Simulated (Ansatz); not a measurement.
## Relaxation of Zn3GaO4

Level of theory: DFT PBEsol, scalar-relativistic, plane waves, PAW (Ansatz). (420 eV cutoff, 8×8×8 k-mesh, Gaussian smearing of 0.10 eV, no spin polarisation)

What was changed: 2 of 8 Zn sites taken by Ga, cell and atoms relaxed.

Command:

```bash
ansatz run input.yaml --threads 2 --pin off --max-ram 5120MiB --backend cpu --events-out ev --progress --plain --runs-dir out
```

Input:

```yaml
crystal:
  lattice:
    - [-5.5720547681, 0.0, 3.2912715595]
    - [5.5720547681, 0.0, 3.2912715595]
    - [0.0, 5.5720547681, -3.2912715595]
  atoms:
    - { symbol: Zn, position: [0.25, 0.4326869936, 0.1826869936] }
    - { symbol: Zn, position: [0.75, 0.9326869936, 0.1826869936] }
    - { symbol: Zn, position: [0.25, 0.0673130064, 0.8173130064] }
    - { symbol: Zn, position: [0.75, 0.5673130064, 0.8173130064] }
    - { symbol: Zn, position: [0.8173130064, 0.5, 0.3173130064] }
    - { symbol: Zn, position: [0.3173130064, 0.0, 0.3173130064] }
    - { symbol: Ga, position: [0.1826869936, 0.5, 0.6826869936] }
    - { symbol: Ga, position: [0.6826869936, 0.0, 0.6826869936] }
    - { symbol: O, position: [0.9307759531, 0.75, 0.1807759531] }
    - { symbol: O, position: [0.4307759531, 0.25, 0.1807759531] }
    - { symbol: O, position: [0.5692240469, 0.75, 0.8192240469] }
    - { symbol: O, position: [0.0692240469, 0.25, 0.8192240469] }
    - { symbol: O, position: [0.0, 0.6807759531, 0.6807759531] }
    - { symbol: O, position: [0.5, 0.1807759531, 0.6807759531] }
    - { symbol: O, position: [0.0, 0.3192240469, 0.3192240469] }
    - { symbol: O, position: [0.5, 0.8192240469, 0.3192240469] }
basis:
  ecutwfc: 420
kpoints:
  mp_grid: { grid: [8, 8, 8] }
hamiltonian:
  xc: pbesol
scf:
  occupations: { method: gaussian, width: 0.1 }
output:
  forces: true
  stress: true
  eigenvalues: true
relax:
  adjacent_minimum: "off"
  f_tol: 0.015
  max_steps: 60
  cell: { stress_tol: 0.15 }
```

F is the free energy. Steps run on the plane waves of an earlier cell, but the last one, and at times one on the way, on a freshly chosen basis, so a repeated geometry can differ a little in energy.

Steps:

```tsv
step	F − F(1) (eV)	largest force component (eV/Å)	V (Å³/atom)	P (GPa)
1	0.0000	0.746	12.773	-1.29
2	-0.1192	0.568	12.702	-0.65
3	-0.2324	0.288	12.664	0.17
4	-0.2429	0.047	12.653	0.10
5	-0.2461	0.023	12.673	-0.08
6	-0.2469	0.006	12.665	0.02
7	-0.2402	0.006	12.665	-0.03
```

Relaxed structure:

```
CELL_PARAMETERS angstrom
-5.55675 -0.01313 3.28132
5.55675 0.01313 3.28132
0.01313 5.55675 -3.28132
ATOMIC_POSITIONS crystal
Zn 0.25227 0.43328 0.18555
Zn 0.75227 0.93328 0.18555
Zn 0.25227 0.06672 0.81899
Zn 0.75227 0.56672 0.81899
Zn 0.81222 0.50000 0.31222
Zn 0.31222 0.00000 0.31222
Ga 0.17917 0.50000 0.67917
Ga 0.67917 0.00000 0.67917
O 0.92893 0.75000 0.17893
O 0.42893 0.25000 0.17893
O 0.55916 0.75000 0.80916
O 0.05916 0.25000 0.80916
O 0.00799 0.67543 0.68342
O 0.50799 0.17543 0.68342
O 0.00799 0.32457 0.33257
O 0.50799 0.82457 0.33257
```

Symmetry: Amm2, No. 38, orthorhombic system. The conventional cell has a = 3.281 Å, b = 7.877 Å, c = 7.840 Å, α = 90.00°, β = 90.00°, γ = 90.00°. Around Zn (site symmetry m) lie 4 O at 1.98 to 2.09 Å. Zn (site symmetry mm2) is surrounded by 4 O at 1.95 to 2.07 Å. Ga (site symmetry mm2) has 4 O at 1.93 Å as nearest neighbours. O (site symmetry mm2) has 4 Zn at 1.95 to 2.00 Å as nearest neighbours. O (site symmetry mm2) has 2 Ga at 1.93 Å and 2 Zn at 2.09 Å as nearest neighbours. O (site symmetry m) is surrounded by 1 Ga at 1.93 Å and 3 Zn at 1.98 to 2.07 Å.

The run converged. It took 4.8 min on 2 threads of Intel(R) Xeon(R) 6975P-C (Granite Rapids), on a shared host, peak memory 1.5 GiB.